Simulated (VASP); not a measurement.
Sc:

```xyz
1
Lattice="2.9619 0.0000 0.0000 0.0000 2.9619 0.0000 0.0000 0.0000 2.9619" Properties=species:S:1:pos:R:3 pbc="T T T"
Sc    0.0000    0.0000    0.0000
```

This isn't the form of Sc at room conditions, which is hcp.

Base run:

```yaml
Program: VASP 6.6.1
Functional: r2SCAN0
Potentials_or_basis: VASP PAW PBE potentials, release 64 (Sc_sv)
Cutoff: 520 eV
k_mesh: 6 × 6 × 6
Occupations: fermi-dirac, width 0.1 eV
Spin: no spin polarisation
```

Its results: band gap on the k mesh none (metal or under the smearing width); pressure 1.2 GPa.

Task: The run is repeated on the same cell with these changes: functional from r2SCAN0 to r2SCAN; further incar settings from ALGO = Normal; EDIFF = 1e-07; NBANDS = 12 to ALGO = Normal; EDIFF = 1e-06; NBANDS = 12. What comes out?

Result: Band gap on the k mesh none (metal or under the smearing width); pressure -0.1 GPa.

Caveats: the PAW data sets were made with another functional, which shifts forces and pressure a little.

Not every run made on this cell is shown here.
